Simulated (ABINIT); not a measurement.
# BaTiO3 (P1) in ABINIT: reference runs

Reference runs on BaTiO3: the cell as given.

All numbers are computed with ABINIT 10.8.3 (patched build); they aren't measurements. Logs are shortened: lines on timing, memory, paths and dates and some standing lists are left out, and cuts for length are marked. The log counts tension as positive stress, the text compression.

## Step 1: Starting point

The typed cell holds 5 atoms: a = 4.000 Å, b = 4.000 Å, c = 4.018 Å, α = 90.00°, β = 90.00°, γ = 90.00°.

## Step 2: Single point, PBE

run.abi

```
pp_dirpath "./"
pseudos "Ba.GGA_PBE-JTH.xml, Ti.GGA_PBE-JTH.xml, O.GGA_PBE-JTH.xml"

structure "poscar:POSCAR"
natom 5
chkprim 0
chksymtnons 0
tolsym 1.0e-6

ecut 23.0
pawecutdg 45.0
pawxcdev 0
pawovlp 30

kptopt 1
ngkpt 7 7 7
nshiftk 1
shiftk 0.0 0.0 0.0

ixc 11

nband 24
occopt 3
tsmear 0.00183747

nstep 100
tolvrs 1.0e-9

iomode 3
prtwf 0
prtden 0
prteig 0
prtebands 0
enunit 1
```

POSCAR

```
BaTiO3
1.0
    3.9998000000      0.0000000000      0.0000000000
    0.0000000000      3.9998000000      0.0000000000
    0.0000000000      0.0000000000      4.0180000000
Ba Ti O
1 1 3
Direct
    0.9955672000      0.9906407400      0.0035034300  Ba
    0.5025366900      0.4919233700      0.4687657700  Ti
    0.4792189400      0.5143238900      0.0064065200  O
    0.5027309200      0.0032990000      0.5093824900  O
    0.0199462600      0.4998130000      0.5399418000  O
```

Potentials or basis: JTH PAW PBE v2.0.

Command:

```bash
> mpirun --bind-to none -np 4 abinit run.abi > log 2>&1
```

run.abo:

```text
.Version 10.8.3 of ABINIT
 Symmetries : space group P1 (#  1); Bravais aP (primitive triclinic)
================================================================================
 Values of the parameters that define the memory need of the present run
     intxc =       0    ionmov =       0      iscf =      17    lmnmax =      18
     lnmax =       6     mgfft =      36  mpssoang =       3    mqgrid =    3001
     natom =       5  nloc_mem =       2    nspden =       1   nspinor =       1
    nsppol =       1      nsym =       1    n1xccc =       1    ntypat =       3
    occopt =       3   xclevel =       2
       mpw =        2303          nfft =       46656          nkpt =         172
Pmy_natom=         2
 PAW method is used; the additional fine FFT grid is defined by:
   mgfftf=        48    nfftf =    110592
================================================================================
================================================================================

--------------------------------------------------------------------------------
------------- Echo of variables that govern the present computation ------------
--------------------------------------------------------------------------------
 -outvars: echo values of preprocessed input variables --------
            acell      1.0000000000E+00  1.0000000000E+00  1.0000000000E+00 Bohr
              amu      1.37327000E+02  4.78800000E+01  1.59994000E+01
          chkprim           0
      chksymtnons           0
             ecut      2.30000000E+01 Hartree
           enunit           1
                       outvar_i_n : Printing only first  50 k-points.
              ixc          11
                       outvar_i_n : Printing only first  50 k-points.
         kptrlatt        7    0    0      0    7    0      0    0    7
          kptrlen      5.29096859E+01
            natom           5
            nband          24
            ngfft          36      36      36
          ngfftdg          48      48      48
             nkpt         172
            nstep         100
             nsym           1
           ntypat           3
                       prtocc : prtvol=0, do not print more k-points.
           occopt           3
        pawecutdg      4.50000000E+01 Hartree
          pawovlp      3.0000000000E+01
         pawxcdev           0
           prtden           0
        prtebands           0
           prteig           0
            prtwf           0
            rprim      7.5585265584E+00  0.0000000000E+00  0.0000000000E+00
                       0.0000000000E+00  7.5585265584E+00  0.0000000000E+00
                       0.0000000000E+00  0.0000000000E+00  7.5929195739E+00
          spgroup           1
           tolsym      1.00000000E-06
           tolvrs      1.00000000E-09
           tsmear      1.83747000E-03 Hartree
            typat      1  2  3  3  3
           useylm           1
                       outvars : Printing only first  50 k-points.
           xangst      3.9820696866E+00  3.9623648319E+00  1.4076781740E-02
                       2.0100462527E+00  1.9675950953E+00  1.8835008639E+00
                       1.9167799162E+00  2.0571926952E+00  2.5741397360E-02
[... 193 lines left out ...]
 frms,max,avg= 5.4105563E-01 9.6324016E-01   8.774E-05 -3.499E-04  1.507E-03 e/A
 length scales=  1.000000000000  1.000000000000  1.000000000000 bohr
              =  0.529177210544  0.529177210544  0.529177210544 angstroms
 Fermi (or HOMO) energy (eV) =   5.14103   Average Vxc (eV)= -11.31072
 Eigenvalues (   eV  ) for nkpt= 172  k points:
 kpt#   1, nband= 24, wtk=  0.00292, kpt=  0.0000  0.0000  0.0000 (reduced coord)
 -52.30665  -28.57393  -28.53472  -28.53308  -20.67422  -12.75548  -12.08845  -11.97082
  -5.85175   -5.84947   -5.83495    1.68904    1.84750    1.89729    2.81244    2.81317
   2.96772    3.64946    3.77064    3.85158    6.07831    6.46120    6.76110    8.31374
 prteigrs : prtvol=0 or 1, do not print more k-points.

--- !EnergyTerms
iteration_state     : {dtset: 1, }
comment             : Components of total free energy in Hartree
kinetic             :  3.97208644348964E+01
hartree             :  2.94310829649818E+01
xc                  : -2.18755660563341E+01
Ewald energy        : -1.03527254065772E+02
psp_core            :  9.30927812571246E+00
local_psp           : -9.01972588844689E+01
PAW spherical_terms :  3.88579830287199E+00
internal            : -1.33253055178112E+02
'-kT*entropy'       : -1.02113744265937E-11
total_energy        : -1.33253055178122E+02
total_energy_eV     : -3.62600035290890E+03
...

--- !EnergyTermsDC
iteration_state     : {dtset: 1, }
comment             : '"Double-counting" decomposition of free energy'
band_energy         : -1.42623780794407E+01
Ewald energy        : -1.03527254065772E+02
psp_core            :  9.30927812571246E+00
xc_dc               : -2.77176606603586E+01
PAW spherical_terms :  2.94495705050337E+00
internal            : -1.33253057629355E+02
'-kT*entropy'       : -1.02113744265937E-11
total_energy_dc     : -1.33253057629365E+02
total_energy_dc_eV  : -3.62600041961062E+03
...

--- !EnergyTermsWithPAWCore
iteration_state     : {dtset: 1, }
comment             : 'Components of total free energy, including PAW core contributions'
Total energy        : -9.21555416144344E+03
Total energy DC     : -9.21555416389468E+03
Total energy (eV)   : -2.50768003757795E+05
Total energy DC (eV): -2.50768003824497E+05
...

 Cartesian components of stress tensor (hartree/bohr^3)
  sigma(1 1)= -1.17644408E-04  sigma(3 2)= -2.09397944E-05
  sigma(2 2)= -1.45311191E-04  sigma(3 1)= -2.59198088E-06
  sigma(3 3)= -1.77782631E-04  sigma(2 1)=  3.85659052E-06

-Cartesian components of stress tensor (GPa)         [Pressure=  4.3223E+00 GPa]
- sigma(1 1)= -3.46121800E+00  sigma(3 2)= -6.16070021E-01
- sigma(2 2)= -4.27520285E+00  sigma(3 1)= -7.62587103E-02
- sigma(3 3)= -5.23054558E+00  sigma(2 1)=  1.13464810E-01

== END DATASET(S) ==============================================================
================================================================================

 -outvars: echo values of variables after computation  --------
            acell      1.0000000000E+00  1.0000000000E+00  1.0000000000E+00 Bohr
           etotal     -1.3325305763E+02
            fcart      3.0430321861E-03  4.4513990200E-03 -6.2337788183E-03
                      -9.9952910090E-03 -1.9840482777E-03  1.2402197010E-02
                       1.5792448605E-02 -6.6813168317E-03  1.8732038817E-02
                       6.5148275908E-03  4.8749679975E-03 -6.2179971002E-03
                      -1.5355017373E-02 -6.6100190808E-04 -1.8682459908E-02
            rprim      7.5585265584E+00  0.0000000000E+00  0.0000000000E+00
                       0.0000000000E+00  7.5585265584E+00  0.0000000000E+00
                       0.0000000000E+00  0.0000000000E+00  7.5929195739E+00
           strten     -1.1764440847E-04 -1.4531119143E-04 -1.7778263065E-04
                      -2.0939794408E-05 -2.5919808808E-06  3.8565905176E-06
           xangst      3.9820696866E+00  3.9623648319E+00  1.4076781740E-02
                       2.0100462527E+00  1.9675950953E+00  1.8835008639E+00
                       1.9167799162E+00  2.0571926952E+00  2.5741397360E-02
                       2.0108231338E+00  1.3195340200E-02  2.0466988448E+00
                       7.9781050748E-02  1.9991520374E+00  2.1694861524E+00
             xred      9.9556720000E-01  9.9064074000E-01  3.5034300000E-03
                       5.0253669000E-01  4.9192337000E-01  4.6876577000E-01
                       4.7921894000E-01  5.1432389000E-01  6.4065200000E-03
                       5.0273092000E-01  3.2990000000E-03  5.0938249000E-01
                       1.9946260000E-02  4.9981300000E-01  5.3994180000E-01
 Calculation completed.
```

Run time: 1.8 min. Hardware: 4 MPI ranks of Arm Neoverse V2, shared host; peak memory 0.68 GiB.

Results:

```yaml
Free_energy: -3626.0004 eV
Pressure: 4.3 GPa
Largest_force: 1.306 eV/Å
Band_gap_on_the_k_mesh: 1.97 eV, indirect (least direct gap 2.23 eV)
```

Forces in eV/Å, atoms in the order of the input:
```
Ba   0.156  0.229 -0.321
Ti  -0.514 -0.102  0.638
O    0.812 -0.344  0.963
O    0.335  0.251 -0.320
O   -0.790 -0.034 -0.961
```

Caveat: this set's barium file shifts pressures by 1.5 GPa and gaps by 0.1 eV against other sets; spin-orbit coupling is left out, which moves the levels of the heavy elements; an odd mesh through Γ misses points on the zone boundary, where band edges often lie; forces of over 1 eV/Å show positions far from the minimum, so gaps and moduli don't describe the material at rest; the atomic spheres overlap.

## Step 3: Single point, PBE

run.py

```python
import json, os
import numpy as np
from ase.units import GPa
from ase.calculators.abinit import Abinit, AbinitProfile
from ase.io import read

atoms = read('BaTiO3.cif')

profile = AbinitProfile(command='mpirun --bind-to none -np 4 abinit', pp_paths=[os.path.abspath('pseudos')])
params = dict(
    pps='pawxml', xc='PBE',
    chksymtnons=0,
    tolsym=1e-06,
    ecut=625.8619,
    pawecutdg=1224.5124,
    pawxcdev=0,
    pawovlp=30,
    kptopt=1,
    ngkpt=[7, 7, 7],
    nshiftk=1,
    shiftk=[0.0, 0.0, 0.0],
    ixc=11,
    nband=24,
    occopt=3,
    tsmear=0.05,
    nstep=100,
    tolvrs=1e-09,
    prtwf=0,
    prtden=0,
)

atoms.calc = Abinit(profile=profile, directory='run', **params)
energy = atoms.get_potential_energy()
forces = atoms.get_forces()
stress = atoms.get_stress()
print(f'energy {energy:.6f} eV')
print('forces (eV/A)')
print(np.round(forces, 5))
print('stress (GPa, Voigt, tension positive)', np.round(stress / GPa, 4))
json.dump(dict(energy=energy, forces=forces.tolist(), stress=stress.tolist(), cell=atoms.cell.tolist(), frac=atoms.get_scaled_positions(wrap=False).tolist()), open('results.json', 'w'))
```

BaTiO3.cif

```cif
data_BaTiO3
_cell_length_a 3.99980000
_cell_length_b 3.99980000
_cell_length_c 4.01800000
_cell_angle_alpha 90.00000000
_cell_angle_beta 90.00000000
_cell_angle_gamma 90.00000000
_space_group_name_H-M_alt 'P1'
_space_group_name_Hall 'P 1'
_space_group_IT_number 1
loop_
_space_group_symop_operation_xyz
'x,y,z'
loop_
_atom_site_label
_atom_site_type_symbol
_atom_site_symmetry_multiplicity
_atom_site_Wyckoff_symbol
_atom_site_fract_x
_atom_site_fract_y
_atom_site_fract_z
_atom_site_occupancy
Ba1 Ba 1 a 0.9955672000 0.9906407400 0.0035034300 1
Ti1 Ti 1 a 0.5025366900 0.4919233700 0.4687657700 1
O1 O 1 a 0.4792189400 0.5143238900 0.0064065200 1
O2 O 1 a 0.5027309200 0.0032990000 0.5093824900 1
O3 O 1 a 0.0199462600 0.4998130000 0.5399418000 1
```

Potentials or basis: JTH PAW PBE v2.0.

Command:

```bash
> python run.py
```

Log:

```text
energy -3626.000353 eV
forces (eV/A)
[[ 0.15648  0.2289  -0.32055]
 [-0.51398 -0.10202  0.63775]
 [ 0.81208 -0.34357  0.96324]
 [ 0.33501  0.25068 -0.31974]
 [-0.78959 -0.03399 -0.96069]]
stress (GPa, Voigt, tension positive) [-3.4612 -4.2752 -5.2305 -0.6161 -0.0763  0.1135]
```

abinit.in:

```text
chksymtnons 0
ecut 625.8619 eV
ixc 11
kptopt 1
natom 5
nband 24
ngkpt
7 7 7
nshiftk 1
nsppol 1
nstep 100
occopt 3
pawecutdg 1224.5124 eV
pawovlp 30
pawxcdev 0
prtden 0
prtwf 0
shiftk
0.0 0.0 0.0
tolsym 1e-06
tolvrs 1e-09
tsmear 0.05 eV
#Definition of the unit cell
acell
1.00000000000000 1.00000000000000 1.00000000000000 Angstrom
rprim
3.99980000000000 0.00000000000000 0.00000000000000
0.00000000000000 3.99980000000000 0.00000000000000
0.00000000000000 0.00000000000000 4.01800000000000
chkprim 0 # Allow non-primitive cells
#Definition of the atom types
ntypat 3
znucl 8 22 56
#Enumerate different atomic species
typat
 3 2 1 1 1
pseudos "./pseudos/O.GGA_PBE-JTH.xml,
./pseudos/Ti.GGA_PBE-JTH.xml,
./pseudos/Ba.GGA_PBE-JTH.xml"
#Definition of the atoms
xcart
7.52502112159570 7.48778434284817 0.02660126222178
3.79843691779600 3.71821585670614 3.55930079047267
3.62218908514533 3.88753078204190 0.04864419110674
3.79990501040938 0.02493557911525 3.86770027877661
0.15076433594522 3.77784983459490 4.09973466183172
chkexit 1 # abinit.exit file in the running directory terminates after the current SCF
```

abinit.abo:

```text
.Version 10.8.3 of ABINIT
 Symmetries : space group P1 (#  1); Bravais aP (primitive triclinic)
================================================================================
 Values of the parameters that define the memory need of the present run
     intxc =       0    ionmov =       0      iscf =      17    lmnmax =      18
     lnmax =       6     mgfft =      36  mpssoang =       3    mqgrid =    3001
     natom =       5  nloc_mem =       2    nspden =       1   nspinor =       1
    nsppol =       1      nsym =       1    n1xccc =       1    ntypat =       3
    occopt =       3   xclevel =       2
       mpw =        2303          nfft =       46656          nkpt =         172
Pmy_natom=         2
 PAW method is used; the additional fine FFT grid is defined by:
[... 313 lines left out ...]
                       6.5148275953E-03  4.8749679849E-03 -6.2179970925E-03
                      -1.5355017383E-02 -6.6100190334E-04 -1.8682459901E-02
            rprim      3.9998000000E+00  0.0000000000E+00  0.0000000000E+00
                       0.0000000000E+00  3.9998000000E+00  0.0000000000E+00
                       0.0000000000E+00  0.0000000000E+00  4.0180000000E+00
           strten     -1.1764440855E-04 -1.4531119151E-04 -1.7778263079E-04
                      -2.0939794412E-05 -2.5919808670E-06  3.8565905222E-06
           xangst      3.9820696864E+00  3.9623648317E+00  1.4076781739E-02
                       2.0100462526E+00  1.9675950953E+00  1.8835008638E+00
                       1.9167799161E+00  2.0571926951E+00  2.5741397359E-02
                       2.0108231337E+00  1.3195340200E-02  2.0466988447E+00
                       7.9781050745E-02  1.9991520373E+00  2.1694861523E+00
             xred      9.9556719996E-01  9.9064073996E-01  3.5034299999E-03
                       5.0253668998E-01  4.9192336998E-01  4.6876576998E-01
                       4.7921893998E-01  5.1432388998E-01  6.4065199998E-03
                       5.0273091998E-01  3.2989999999E-03  5.0938248998E-01
                       1.9946259999E-02  4.9981299998E-01  5.3994179998E-01
 Calculation completed.
```

Run time: 1.9 min. Hardware: 4 threads of Arm Neoverse V2, shared host; peak memory 0.64 GiB.

What came out:

- Free energy: -3626.0004 eV
- Pressure: 4.3 GPa
- Largest force: 1.306 eV/Å
- Band gap on the k mesh: 1.97 eV, indirect (least direct gap 2.23 eV)

Forces in eV/Å, atoms in the order of the input:
```
Ba   0.156  0.229 -0.321
Ti  -0.514 -0.102  0.638
O    0.812 -0.344  0.963
O    0.335  0.251 -0.320
O   -0.790 -0.034 -0.961
```

Levels at points of the mesh, in eV from the valence-band top:
| k point | band 17 | band 18 | band 19 | band 20 | band 21 | band 22 | band 23 | band 24 |
| --- | --- | --- | --- | --- | --- | --- | --- | --- |
| (0.00, 0.00, 0.00) | -1.14 | -0.46 | -0.33 | -0.25 | 1.97 | 2.36 | 2.66 | 4.21 |

Caveat: this set's barium file shifts pressures by 1.5 GPa and gaps by 0.1 eV against other sets; spin-orbit coupling is left out, which moves the levels of the heavy elements; an odd mesh through Γ misses points on the zone boundary, where band edges often lie; forces of over 1 eV/Å show positions far from the minimum, so gaps and moduli don't describe the material at rest; the atomic spheres overlap.
